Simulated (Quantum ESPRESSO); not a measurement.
# PbS (Galena): band structure with vdW-DF-cx

Crystal: PbS (Galena).

```
Pb S
1.0
     0.00000    2.96575    2.96575
     2.96575    0.00000    2.96575
     2.96575    2.96575    0.00000
Pb S
1 1
Direct
  0.00000 0.00000 0.00000
  0.50000 0.50000 0.50000
```

* Program: Quantum ESPRESSO 7.5
* Task: band structure
* Functional: vdW-DF-cx
* Potentials or basis: PseudoDojo 0.4.1 SR PBE standard
* Cutoff: 762 eV
* Density cutoff: 3048 eV
* k mesh: 8 × 8 × 8
* Occupations: fermi-dirac, width 0.05 eV
* Spin: no spin polarisation
* Mixing beta: 0.5
* Most SCF iterations: 120
* SCF threshold: 4e-10 Ry

```
Pressure                : -0.2 GPa
Band gap on the k mesh  : 0.33 eV, direct
Band gap along the path : 0.33 eV, direct
```

Levels at the corners of the path, in eV from the valence-band top:
```tsv
point	band 7	band 8	band 9	band 10	band 11	band 12	band 13	band 14
Γ	-6.08	-2.13	-2.13	-2.13	5.14	5.14	5.14	6.71
X	-7.27	-5.20	-3.42	-3.42	3.85	5.57	5.64	5.64
W	-8.01	-4.42	-4.42	-1.00	2.14	4.67	4.67	8.14
K	-8.04	-4.78	-2.92	-2.48	3.31	4.09	5.05	6.20
Γ	-6.08	-2.13	-2.13	-2.13	5.14	5.14	5.14	6.71
L	-8.90	-1.74	-1.74	0.00	0.33	1.91	1.91	8.67
U	-8.04	-4.78	-2.92	-2.48	3.31	4.09	5.05	6.20
W	-8.01	-4.42	-4.42	-1.00	2.14	4.67	4.67	8.14
L	-8.90	-1.74	-1.74	0.00	0.33	1.91	1.91	8.67
K	-8.04	-4.78	-2.92	-2.48	3.31	4.09	5.05	6.20
U	-8.04	-4.78	-2.92	-2.48	3.31	4.09	5.05	6.20
X	-7.27	-5.20	-3.42	-3.42	3.85	5.57	5.64	5.64
```

Wall time 5.2 min on 1 thread of INTEL(R) XEON(R) PLATINUM 8581C CPU @ 2.30GHz (Emerald Rapids), with other jobs on the host, peak memory 0.11 GiB.

Caveat: the potentials were made for another functional, which shifts forces and pressure; spin-orbit coupling is left out, which as a rule narrows the gap of such compounds by several tenths of an eV.
